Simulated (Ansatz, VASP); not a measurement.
**One calculation of AlN, two programs**

INCAR

```
SYSTEM = AlN
ALGO = Normal
EDIFF = 1E-6
ENCUT = 520
GGA = PE
ISIF = 2
ISMEAR = 0
LASPH = .True.
LCHARG = .True.
LELF = .True.
LREAL = .False.
LVHAR = .True.
LWAVE = .False.
NBANDS = 11
NELM = 100
PREC = Accurate
SIGMA = 0.05
```

The input KPOINTS:

```
k-points
0
Gamma
  10 10 10
  0 0 0
```

The input POSCAR:

```
AlN
1.0
    0.0000000000      2.3241432764      1.9755217849
    2.3241432764      0.0000000000      1.9755217849
    2.3241432764      2.3241432764      0.0000000000
Al N
1 1
Direct
    0.0000000000      0.0000000000      0.0000000000
    0.7500000000      0.7500000000      0.7500000000
```

Input for Ansatz:

```yaml
crystal:
  lattice:
    - [0.0, 2.3241432724, 1.9755217815]
    - [2.3241432724, 0.0, 1.9755217815]
    - [2.3241432724, 2.3241432724, 0.0]
  atoms:
    - { symbol: Al, position: [0.0, 0.0, 0.0] }
    - { symbol: "N", position: [0.75, 0.75, 0.75] }
basis:
  ecutwfc: 420
kpoints:
  mp_grid: { grid: [10, 10, 10] }
hamiltonian:
  xc: pbe
scf:
  occupations: { method: gaussian, width: 0.05 }
output:
  forces: true
  stress: true
  eigenvalues: true
```

Alike in both runs: task single point; functional PBE; k mesh 10 × 10 × 10; occupations gaussian, width 0.05 eV; no spin polarisation.

|  | VASP | Ansatz |
| --- | --- | --- |
| version | VASP 6.6.1 | Ansatz 0.2.0 |
| potentials or method | VASP PAW PBE potentials, release 64 (Al, N) | scalar-relativistic, plane waves, PAW |
| plane-wave cutoff (eV) | 520 | 420 |
| valence electrons in the cell | 8 | 8 |

```tsv
	VASP	Ansatz	Ansatz less VASP
gap on the k mesh at the Fermi level (eV)	2.73	2.74	+0.012
least direct gap on the mesh (eV)	3.53	3.52	-0.007
pressure (GPa)	-2.5	-2.2	+0.28
largest component of the traceless stress (GPa)	8.89	8.81	-0.080
```

With one functional, cell and mesh, what is left measures potentials, basis and numerics.

A k mesh can miss the band edges. Expect the measured gap to be larger: semilocal functionals such as PBE lack the derivative discontinuity.
